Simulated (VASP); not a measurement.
A run of VASP 6.6.1 is set up as follows.

INCAR

```
PREC = Accurate ; ENCUT = 520
EDIFF = 1E-6 ; ISMEAR = -1
SIGMA = 0.13605693000000002 ; LREAL = False
LASPH = True ; NELM = 60
ALGO = Normal ; ISIF = 2
LWAVE = False ; LCHARG = False
GGA = PS ; NBANDS = 8
```

The input KPOINTS:

```
Automatic mesh
0
Gamma
  13 13 13
```

POSCAR

```
Li
1.0
   -1.7198086591      1.7198086591      1.7198086591
    1.7198086591     -1.7198086591      1.7198086591
    1.7198086591      1.7198086591     -1.7198086591
Li
1
Direct
    0.0000000000      0.0000000000      0.0000000000
```

Potentials or basis: VASP PAW PBE potentials, release 64 (Li_sv).

Command:

```sh
$ cat potpaw_PBE.64/Li_sv/POTCAR > POTCAR
$ mpirun -np 1 vasp_std > vasp.out
```

Q: What does it give for the band gap on the k mesh?

A: None (metal or under the smearing width).
